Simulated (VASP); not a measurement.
# Rb (I4/mmm) in VASP: further runs

Aim: see how the results for Rb move with the level of theory and the settings. Levels: RPBE, LDA. Tasks: single point, atomic charges.

Program: VASP 6.6.1. These are calculated values, not measurements. Logs are shortened: lines on timing, memory, paths and dates and some standing lists are left out, and cuts for length are marked.

**1. The structure**

The structure is tetragonal, space group I4/mmm (No. 139). Conventional cell: a = 5.909 Å, b = 5.909 Å, c = 5.462 Å, α = 90.00°, β = 90.00°, γ = 90.00°.

This isn't the form of Rb at room conditions, which is bcc.

**2. Single point, RPBE**

The input, INCAR:

```
PREC = Accurate ; ENCUT = 500
EDIFF = 1E-6 ; ISMEAR = 0
SIGMA = 0.05 ; LREAL = False
LASPH = True ; NELM = 80
ALGO = Normal ; ISIF = 2
LWAVE = False ; LCHARG = False
GGA = RP ; NBANDS = 10
```

The input, KPOINTS:

```
Automatic mesh
0
Gamma
  7 7 7
```

The input, POSCAR:

```
Rb
4.9916
   -0.591896758855      0.591896758855      0.547088147187
    0.591896758855     -0.591896758855      0.547088147187
    0.591896758855      0.591896758855     -0.547088147187
Rb
1
Direct
    0.0000000000      0.0000000000      0.0000000000
```

Potentials or basis: VASP PAW PBE potentials, release 64 (Rb_pv).

Run with:

```
$ cat potpaw_PBE.64/Rb_pv/POTCAR > POTCAR
$ mpirun -np 1 vasp_std > vasp.out
```

OUTCAR:

```text
PREC = Accurate
   ENCUT = 500
   EDIFF = 1E-6
   ISMEAR = 0
   LREAL = False
   LASPH = True
   NELM = 80
   ISIF = 2
   GGA = RP

 ion  position               nearest neighbor table
   1  0.000  0.000  0.000-

  LATTYP: Found a body centered tetragonal cell.
 ALAT       =     5.9090237230
 C/A-ratio  =     0.9242965754

  Lattice vectors:

 A1 = (  -2.9545118615,   2.9545118615,   2.7308451955)
 A2 = (   2.9545118615,  -2.9545118615,   2.7308451955)
 A3 = (   2.9545118615,   2.9545118615,  -2.7308451955)

Analysis of symmetry for initial positions (statically):
=====================================================================
 Subroutine PRICEL returns:
 Original cell was already a primitive cell.

 Routine SETGRP: Setting up the symmetry group for a
 body centered tetragonal supercell.

 Subroutine GETGRP returns: Found 16 space group operations
 (whereof 16 operations were pure point group operations)
 out of a pool of 16 trial point group operations.

The static configuration has the point symmetry D_4h.

Analysis of symmetry for dynamics (positions and initial velocities):
=====================================================================
 Subroutine PRICEL returns:
 Original cell was already a primitive cell.

 Routine SETGRP: Setting up the symmetry group for a
 body centered tetragonal supercell.

 Subroutine GETGRP returns: Found 16 space group operations
 (whereof 16 operations were pure point group operations)
 out of a pool of 16 trial point group operations.

The dynamic configuration has the point symmetry D_4h.

 Subroutine INISYM returns: Found 16 space group operations
 (whereof 16 operations are pure point group operations),
 and found     1 'primitive' translations

----------------------------------------------------------------------------------------

                                     Primitive cell

  volume of cell :      95.3517

  direct lattice vectors                    reciprocal lattice vectors
    -2.954511862  2.954511862  2.730845195     0.000000000  0.169232693  0.183093498
     2.954511862 -2.954511862  2.730845195     0.169232693  0.000000000  0.183093498
     2.954511862  2.954511862 -2.730845195     0.169232693  0.169232693  0.000000000

  length of vectors
     4.991572514  4.991572514  4.991572514     0.249324956  0.249324956  0.239331170

  position of ions in fractional coordinates (direct lattice)
     0.000000000  0.000000000  0.000000000

  ion indices of the primitive-cell ions
   primitive index   ion index
                 1           1

----------------------------------------------------------------------------------------

 KPOINTS: Automatic mesh

Automatic generation of k-mesh.
 Grid dimensions read from file:
 generate k-points for:    7    7    7

 Generating k-lattice:

  Cartesian coordinates                     Fractional coordinates (reciprocal lattice)
     0.000000000  0.024176099  0.026156214     0.142857143  0.000000000 -0.000000000
     0.024176099  0.000000000  0.026156214     0.000000000  0.142857143 -0.000000000
     0.024176099  0.024176099  0.000000000     0.000000000  0.000000000  0.142857143

  Length of vectors
     0.035617851  0.035617851  0.034190167

  Shift w.r.t. Gamma in fractional coordinates (k-lattice)
     0.000000000  0.000000000  0.000000000

 Subroutine IBZKPT returns following result:
 ===========================================

 Found     40 irreducible k-points:

 Following reciprocal coordinates:
            Coordinates               Weight
  0.000000  0.000000  0.000000      1.000000
  0.142857 -0.000000  0.000000      8.000000
  0.285714  0.000000  0.000000      8.000000
  0.428571 -0.000000  0.000000      8.000000
  0.142857  0.142857  0.000000      8.000000
  0.285714  0.142857  0.000000     16.000000
[... 32 lines left out ...]
 -0.428571  0.428571  0.428571      4.000000
 -0.428571 -0.428571  0.428571      2.000000
   k-points           NKPTS =     40   k-points in BZ     NKDIM =     40   number of bands    NBANDS=     10
   number of dos      NEDOS =    301   number of ions     NIONS =      1
   total plane-waves  NPLWV =  46656
   dimension x,y,z NGX =    36 NGY =   36 NGZ =   36
   dimension x,y,z NGXF=    72 NGYF=   72 NGZF=   72
   ions per type =               1
   NGX,Y,Z   is equivalent  to a cutoff of  11.99, 11.99, 11.99 a.u.
   NGXF,Y,Z  is equivalent  to a cutoff of  23.98, 23.98, 23.98 a.u.
 SYSTEM =  unknown system
   PREC   = accura    normal or accurate (medium, high low for compatibility)
   ISTART =      0    job   : 0-new  1-cont  2-samecut
   ICHARG =      2    charge: 1-file 2-atom 10-const
   ISPIN  =      1    spin polarized calculation?
   LNONCOLLINEAR =      F non collinear calculations
   LSORBIT =      F    spin-orbit coupling
   LASPH  =      T    aspherical Exc in radial PAW
   ENCUT  =  500.0 eV  36.75 Ry    6.06 a.u.   9.10  9.10  9.10*2*pi/ulx,y,z
   NELM   =     80;   NELMIN=  2; NELMDL= -5     # of ELM steps
   EDIFF  = 0.1E-05   stopping-criterion for ELM
   LREAL  =      F    real-space projection
   EDIFFG = 0.1E-04   stopping-criterion for IOM
   NSW    =      0    number of steps for IOM
   IBRION =     -1    ionic relax: 0-MD 1-quasi-New 2-CG
   NFREE  =      0    steps in history (QN), initial steepest desc. (CG)
   ISIF   =      2    stress and relaxation
   ISYM   =      2    0-nonsym 1-usesym 2-fastsym
   POTIM  = 0.5000    time-step for ionic-motion
   TEBEG  =    0.0;   TEEND  =   0.0 temperature during run
   PSTRESS=    0.0 pullay stress
   NELECT =       7.0000    total number of electrons
   NUPDOWN=      -1.0000    fix difference up-down
   EMIN   =  10.00;   EMAX   =-10.00  energy-range for DOS
   EFERMI =   0.00;   METHOD = LEGACY
   ISMEAR =     0;   SIGMA  =   0.05  broadening in eV -4-tet -1-fermi 0-gaus
   EFERMI_NEDOS =   21; number of points for ismear=-14 and -15
   IALGO  =     38    algorithm
   IMIX   =      4    mixing-type and parameters
     AMIX     =   0.40;   BMIX     =  1.00
     AMIX_MAG =   1.60;   BMIX_MAG =  1.00
  volume/ion in A,a.u.               =      95.35       643.47
  Fermi-wavevector in a.u.,A,eV,Ry     =   0.685485  1.295379  6.393238  0.469890
  Thomas-Fermi vector in A             =   1.765440
   LORBIT       =      0    0 simple, 1 ext, 2 COOP (PROOUT), +10 PAW based schemes
   GGA     = RP    functional components
   LHFCALC =     F    Hartree Fock is set to
   AEXX    =    0.0000 exact exchange contribution
   IVDW    =     0    specifies the selected vdW correction
   LEPSILON=     F    determine dielectric tensor
   LRPA    =     F    only Hartree local field effects (RPA)
 non-spin polarized calculation
 Gauss-broadening in eV      SIGMA  =   0.05
  energy-cutoff  :      500.00
  volume of cell :       95.35
 maximum number of plane-waves:      2438
   NGX = 19   NGY = 19   NGZ = 19

 number of electron       7.0000001 magnetization

 Free energy of the ion-electron system (eV)
  ---------------------------------------------------
  ext. energy  EPLUGINS =         0.00000000
  ---------------------------------------------------
  free energy    TOTEN  =        -0.80754485 eV

  energy without entropy =       -0.80651466  energy(sigma->0) =       -0.80702975

 E-fermi :  -1.0084     XC(G=0):  -5.1995

 val. band max:       -1.0552086140   @ k =   0.4286  -0.0000   0.0000
 cond. band min:      -0.9979445773   @ k =  -0.4286   0.4286   0.1429
 fundamental gap:      0.0572640367
 Fermi energy:        -1.0083599986

 k-point     1 :       0.0000    0.0000    0.0000
  band No.  band energies     occupation
      1     -14.0502      2.00000
      2     -14.0500      2.00000
      3     -14.0500      2.00000
      4      -2.9121      2.00000
      5       2.4219      0.00000
      6       2.8276      0.00000
      7       2.8276      0.00000
      8       3.2744      0.00000
      9       3.8259      0.00000
     10       5.3975      0.00000

 k-point     2 :       0.1429   -0.0000    0.0000
  band No.  band energies     occupation
      1     -14.0653      2.00000
      2     -14.0553      2.00000
      3     -14.0506      2.00000
      4      -2.6767      2.00000
      5       2.2561      0.00000
      6       2.3273      0.00000
      7       2.8629      0.00000
      8       3.2617      0.00000
      9       3.5447      0.00000
     10       5.8429      0.00000

 k-point     3 :       0.2857    0.0000    0.0000
  band No.  band energies     occupation
      1     -14.0987      2.00000
      2     -14.0669      2.00000
      3     -14.0518      2.00000
      4      -2.0117      2.00000
      5       1.2318      0.00000
      6       1.7924      0.00000
      7       3.4107      0.00000
      8       3.4204      0.00000
      9       3.5330      0.00000
     10       5.1416      0.00000

 k-point     4 :       0.4286   -0.0000    0.0000
  band No.  band energies     occupation
      1     -14.1250      2.00000
      2     -14.0762      2.00000
      3     -14.0527      2.00000
      4      -1.0552      1.81486
      5       0.1518      0.00000
      6       1.5010      0.00000
      7       3.3076      0.00000
      8       3.7527      0.00000
      9       4.2903      0.00000
     10       4.5953      0.00000

 k-point     5 :       0.1429    0.1429    0.0000
  band No.  band energies     occupation
      1     -14.0894      2.00000
      2     -14.0605      2.00000
      3     -14.0559      2.00000
      4      -2.2080      2.00000
      5       1.6585      0.00000
      6       1.7793      0.00000
      7       3.0917      0.00000
      8       3.2139      0.00000
      9       3.7590      0.00000
     10       5.6417      0.00000

 k-point     6 :       0.2857    0.1429    0.0000
  band No.  band energies     occupation
      1     -14.1145      2.00000
      2     -14.0743      2.00000
      3     -14.0579      2.00000
      4      -1.3700      2.00000
      5       0.6893      0.00000
      6       1.3651      0.00000
      7       3.1109      0.00000
      8       3.5275      0.00000
      9       4.2044      0.00000
     10       4.8969      0.00000
[... 391 lines left out ...]
 k-point    37 :      -0.2857   -0.4286    0.2857
  band No.  band energies     occupation
      1     -14.1120      2.00000
      2     -14.0958      2.00000
      3     -14.0864      2.00000
      4      -0.2219      0.00000
      5       0.3337      0.00000
      6       1.5688      0.00000
      7       1.7352      0.00000
      8       2.8702      0.00000
      9       4.4109      0.00000
     10       4.8706      0.00000

 k-point    38 :      -0.2857   -0.2857    0.2857
  band No.  band energies     occupation
      1     -14.1002      2.00000
      2     -14.0851      2.00000
      3     -14.0851      2.00000
      4      -1.0823      1.96360
      5       1.0161      0.00000
      6       1.7977      0.00000
      7       1.7977      0.00000
      8       3.0968      0.00000
      9       3.6727      0.00000
     10       5.1190      0.00000

 k-point    39 :      -0.4286    0.4286    0.4286
  band No.  band energies     occupation
      1     -14.1089      2.00000
      2     -14.1070      2.00000
      3     -14.0959      2.00000
      4      -0.0191      0.00000
      5       0.3872      0.00000
      6       1.8541      0.00000
      7       1.8640      0.00000
      8       2.5890      0.00000
      9       4.1209      0.00000
     10       4.7116      0.00000

 k-point    40 :      -0.4286   -0.4286    0.4286
  band No.  band energies     occupation
      1     -14.1068      2.00000
      2     -14.1068      2.00000
      3     -14.1001      2.00000
      4       0.2363      0.00000
      5       0.2517      0.00000
      6       1.8545      0.00000
      7       1.8545      0.00000
      8       2.2615      0.00000
      9       4.3807      0.00000
     10       4.7711      0.00000

------------------------ aborting loop because EDIFF is reached ----------------------------------------

  FORCE on cell =-STRESS in cart. coord.  units (eV):
  Direction    XX          YY          ZZ          XY          YZ          ZX
  --------------------------------------------------------------------------------------
  -------------------------------------------------------------------------------------
  Total        0.0880918      0.0880918      0.0664608      0.0000000      0.0000000      0.0000000
  in kB        1.4801909      1.4801909      1.1167292      0.0000000      0.0000000      0.0000000
  external PRESSURE =       1.3590370 kB  Pullay stress =       0.0000000 kB

 VOLUME and BASIS-vectors are now :
 -----------------------------------------------------------------------------
  energy-cutoff  :      500.00
  volume of cell :       95.35
      direct lattice vectors                 reciprocal lattice vectors
    -2.954511862  2.954511862  2.730845195     0.000000000  0.169232693  0.183093498
     2.954511862 -2.954511862  2.730845195     0.169232693  0.000000000  0.183093498
     2.954511862  2.954511862 -2.730845195     0.169232693  0.169232693  0.000000000

 POSITION                                       TOTAL-FORCE (eV/Angst)
 -----------------------------------------------------------------------------------
      0.00000      0.00000      0.00000         0.000000      0.000000      0.000000
 -----------------------------------------------------------------------------------
    total drift:                               -0.000000     -0.000000      0.000000

  FREE ENERGIE OF THE ION-ELECTRON SYSTEM (eV)
  ---------------------------------------------------
  free  energy   TOTEN  =        -0.8075448485 eV

  energy  without entropy=       -0.8065146564  energy(sigma->0) =       -0.80702975
```

Run time: 15 s. Hardware: 1 thread of AMD EPYC 9R45 (Zen 5), shared host; peak memory 0.18 GiB.

What came out:

- Free energy: -0.8075 eV
- Pressure: 0.1 GPa
- Band gap on the k mesh: none (metal or under the smearing width)

Caveat: the PAW data sets were made with another functional, which shifts forces and pressure a little.

[end of part 1 of 2]
